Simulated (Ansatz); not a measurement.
A field-response calculation (clamped ions) of SiC in the zincblende structure with the PAW code Ansatz, at the level r2SCAN. The cell was relaxed with r2SCAN and then strained (epitaxial -2.0 % in the xy plane, free normal strain +1.28 %), with the atoms relaxed again with r2SCAN; k points keep the names of the unstrained zone.

Input file:
```yaml
crystal:
  lattice:
    - [0.0, 2.134491304, 2.2058695875]
    - [2.134491304, 0.0, 2.2058695875]
    - [2.134491304, 2.134491304, 0.0]
  atoms:
    - { symbol: Si, position: [0.0, 0.0, 0.0] }
    - { symbol: C, position: [0.25, 0.25, 0.25] }
kpoints:
  mp_grid: { grid: [8, 8, 8] }
hamiltonian:
  xc: r2scan
scf:
  occupations: { method: fixed }
dielectric: {}
```

Command: `ansatz run input.yaml --threads 2 --pin off --max-ram 20275MiB --backend cpu --events-out ev --progress --plain --runs-dir out`. Wall time 24 s on 2 threads of AMD EPYC 7R13 Processor (Zen 3), with other jobs on the host, load about 3.7 per core; peak host memory 0.82 GiB.

Q: What does the program print?

A: The log, with set-up remarks and timings taken out:
```
Pseudopotential: Si, paw, valence charge 4, recommended cutoff 500 eV (meta_gga)
Pseudopotential: C, paw, valence charge 4, recommended cutoff 500 eV (meta_gga)
Functional definition: r2SCAN
Crystal: 2 atoms, lattice volume = 20.100 Å³
Basis set: ecut = 500 eV, 533 PW (Γ)
Bands: 8, of which v1, the nominal top of the filled ones, is band 4 counted from 1 (3 counted from 0)
Symmetry: 8 space group operations
k-points: 260 of 512 (irreducible under 1 space group operation, time reversal used)
preconditioner: auto → none  [insulator: Δε(μ)=1.457 eV  ℏωp=23.4 eV]
SCF converged after 7 iterations
Free energy (F): -891.308086 eV
Fermi energy:    9.816650 eV
--- Dielectric response (ions clamped): 3 representative field directions + reference, inside a basis on a mesh of 512 k-points ---
  ε∞ (high-frequency dielectric tensor):
        6.421832     0.000000     0.000000
        0.000000     6.421832     0.000000
        0.000000     0.000000     6.550660
  Born effective charges Z* (e; rows j = field, columns β = displacement):
    site 0:
         2.72142    0.00000    0.00000
         0.00000    2.72142    0.00000
         0.00000    0.00000    2.78736
    site 1:
        -2.72142    0.00000    0.00000
         0.00000   -2.72142    0.00000
         0.00000    0.00000   -2.78736
  ε∞ is read to err by 1.7e-2, Z* by 1.1e-2 e
```
Iteration counts and the last digits belong to this one run.

The clamped-ion dielectric constant comes out as 6.42 along x and y, 6.55 along z. Born charges, averaged over directions: Si +2.74, C -2.74 e.

Calculated for a static, non-magnetic cell.
